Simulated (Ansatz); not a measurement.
NaH, space group Fm-3m, a relaxation of cell and ions

Computed with the Python package of Ansatz (0.2.0).

The cells in order, each with its output:

```python
import json

import ansatz as az
from ase import Atoms
from ase.io import write
from ase.neighborlist import neighbor_list
import numpy as np
import pandas as pd
```

```python
SMEARING = "fixed"
KMESH = (6, 6, 6)
XC = "PBEsol"
```

```python
def edges_and_angles(cell):
    cell = np.asarray(cell)
    a, b, c = np.linalg.norm(cell, axis=1)
    cosines = cell[1] @ cell[2] / (b * c), cell[0] @ cell[2] / (a * c), cell[0] @ cell[1] / (a * b)
    return (a, b, c, *np.degrees(np.arccos(cosines)))
```

```python
vectors = np.array([
    [0.0, 2.44, 2.44],
    [2.44, 0.0, 2.44],
    [2.44, 2.44, 0.0],
])
cell = (
    az.Lattice.of(vectors)
    .atom("Na", (0.0, 0.0, 0.0))
    .atom("H", (0.5, 0.5, 0.5))
)
```

```python
job = (
    cell.calculation()
    .occupations(SMEARING)
    .kpoints(*KMESH, center="gamma")
    .functional(XC)
    .basis(38 * az.Ry)
    .relax(max_steps=30, fix_cell=["c", "angles"], stress_tolerance=0.01)
    .bader_charges()
)
result = job.run(threads=1, events_out="nah.ndjson")
with open("nah.ndjson") as stream:
    events = [json.loads(line) for line in stream]
steps = [e["data"] for e in events if e["event"] == "relax_step"]
summary = result.report
```

    DeckWarning: crystal.symmetry: narrowed to the stabiliser of the fixed cell quantities (relax.cell.fix) — unitary ops 48 → 4. The narrowing is safe, since a smaller group never makes results wrong: [...]

```python
summary["n_electrons"]
```

    10.0

```python
[(site.symbol, site.position_frac.round(4).tolist()) for site in result.lattice.sites]
```

    [(<Element.NA: 'Na'>, [-0.0, 0.0, 0.0]), (<Element.H: 'H'>, [0.5, 0.5, 0.5])]

```python
summary["n_iterations"], summary["closed_by"]
```

    (4, 'deck_thresholds')

```python
for s in steps:
    flag = "" if s["accepted"] else "  (rejected)"
    print("step %2d  E = %.5f eV  largest force component = %.4f eV/A%s" % (s["step"], s["lagrangian_ev"], s["allowed_force_max_ev_ang"], flag))
```

    step  1  E = -1491.90619 eV  largest force component = 0.0000 eV/A
    step  2  E = -1491.91021 eV  largest force component = 0.0000 eV/A
    step  3  E = -1491.91043 eV  largest force component = 0.0000 eV/A
    step  4  E = -1491.91043 eV  largest force component = 0.0000 eV/A
    step  5  E = -1491.91039 eV  largest force component = 0.0000 eV/A

```python
first, last = steps[0], steps[-1]
symbols = [site.symbol for site in result.lattice.sites]
print(f"energy gained {first['lagrangian_ev'] - last['lagrangian_ev']:.4f} eV in {len(steps) - 1} steps")
for label, vectors in (("before", first["cell_ang"]), ("after", result.lattice.cell_ang)):
    print(label, "a b c (A) {:.4f} {:.4f} {:.4f}  angles {:.2f} {:.2f} {:.2f}".format(*edges_and_angles(vectors)), f" V = {abs(np.linalg.det(vectors)):.3f} A^3")
print("final stress xx yy zz (GPa, compression positive):", np.round(np.diag(summary["stress_gpa"]), 3) + 0.0)
```

    energy gained 0.0042 eV in 4 steps
    before a b c (A) 3.4507 3.4507 3.4507  angles 60.00 60.00 60.00  V = 29.054 A^3
    after a b c (A) 3.3850 3.3850 3.4507  angles 60.00 60.00 60.00  V = 27.958 A^3
    final stress xx yy zz (GPa, compression positive): [-0.482 -0.482 -0.177]

```python
print("relaxed fractional positions")
for site in result.lattice.sites:
    print(f"  {site.symbol:2s}", " ".join(f"{v % 1:8.5f}" for v in np.round(site.position_frac, 5)))
```

    relaxed fractional positions
      Na  0.00000  0.00000  0.00000
      H   0.50000  0.50000  0.50000

```python
final = Atoms(symbols, positions=last["positions_ang"], cell=result.lattice.cell_ang, pbc=True)
i, j, d = neighbor_list("ijd", final, 4.5)
print("neighbours within 1.2 times the shortest distance of each atom (A)")
for atom in range(len(final)):
    near = [m for m in np.argsort(d) if i[m] == atom]
    shell = [m for m in near if d[m] < 1.2 * d[near[0]]]
    print(f"{symbols[atom]}{atom} ({len(shell)}):", ", ".join(f"{symbols[j[m]]} {d[m]:.3f}" for m in shell))
```

    neighbours within 1.2 times the shortest distance of each atom (A)
    Na0 (6): H 2.394, H 2.394, H 2.417, H 2.417, H 2.417, H 2.417
    H1 (6): Na 2.394, Na 2.394, Na 2.417, Na 2.417, Na 2.417, Na 2.417

```python
relaxed = Atoms(symbols, positions=[site.position_ang for site in result.lattice.sites], cell=result.lattice.cell_ang, pbc=True)
write("relaxed.vasp", relaxed, format="vasp")
```

```python
energy = summary["free_energy_ev"]
print("NaH: {:.6f} eV = {:.6f} Ry = {:.6f} Ha".format(energy, energy / 13.605693, energy / 27.211386))
print("Fermi level {:.4f} eV, {} k-points, {} symmetry operations".format(summary["fermi_energy_ev"], summary["n_kpoints"], summary["n_symmetry_ops"]))
```

    NaH: -1491.910393 eV = -109.653392 Ry = -54.826696 Ha
    Fermi level 0.8623 eV, 68 k-points, 4 symmetry operations

```python
print(job.to_yaml())
```

    crystal:
      lattice:
        - [0.0, 2.44, 2.44]
        - [2.44, 0.0, 2.44]
        - [2.44, 2.44, 0.0]
      atoms:
        - { symbol: Na, position: [0.0, 0.0, 0.0] }
        - { symbol: H, position: [0.5, 0.5, 0.5] }
    basis:
      ecutwfc: 517.016338673772
    kpoints:
      mp_grid:
        grid: [6, 6, 6]
        shift: [0.0, 0.0, 0.0]
    hamiltonian:
      xc: pbesol
    scf:
      occupations:
        method: fixed
    relax:
      max_steps: 30
      cell:
        stress_tol: 0.01
        fix: [c, angles]
    output:
      bader: true

```python
basins = result.bader_charges()
frame = pd.DataFrame([(a.symbol, a.partial_charge_e, a.basin.volume_ang3) for a in basins.atoms], columns=["atom", "charge (e)", "volume (A^3)"])
print(frame.round(3).to_string())
print("sum of charges", round(frame["charge (e)"].sum(), 4), " sum of volumes", round(frame["volume (A^3)"].sum(), 3))
```

      atom  charge (e)  volume (A^3)
    0   Na         0.8        10.134
    1    H        -0.8        17.824
    sum of charges -0.0  sum of volumes 27.958

It writes `relaxed.vasp`:
```text
Na H
 1.0000000000000000
     0.0114755706436893    2.4050150731778217    2.3819810052661126
     2.4050150731778217    0.0114755706436893    2.3819810052661126
     2.4399436424694754    2.4399436424694754   -0.0234529986479641
 Na  H
   1   1
Cartesian
  0.0000000000000000 -0.0000000000000000 -0.0000000000000000
  2.4282171431454933  2.4282171431454933  2.3702545059421305
```

Reading the output:
- Total energies depend on the potentials; only differences at equal settings carry meaning. A total without «per atom» is that of the cell as typed.
- Forces vanish by symmetry, so the ions can't move, and the end may be a saddle.
- Part of the cell is held or a pressure is applied, so the end point needn't be the zero-pressure lattice.
- The Fermi level of a run with fixed occupations marks the highest occupied state on its mesh, not mid-gap.
- The zero of the levels is a convention of the potentials, so an absolute Fermi energy is no work function.
- Energies along a relaxation are free energies. Rows at an unchanged volume are solved on a plane-wave basis chosen afresh for that cell, so the energy jumps there and such rows are no steps of the walk.
- Bader volumes count only the part of each basin above a small density, so their sum can fall short of the cell.
- Edges and angles are those of the cell as typed, here a primitive one, not of the conventional cell.
- The cell relaxed to the group C2/m; tensors and edges are in the axes of the typed cell.
- The structure is a deposited one; some such entries were measured under pressure or heat, so a shift against it needn't be the functional's error alone.
- Warnings are shown shortened and without file and line.
- Finished in 15 s on 1 thread of Arm Neoverse V1, with other jobs on the host, peak memory 0.44 GiB.

(Lines on the test bed's own set-up are left out of the output.)
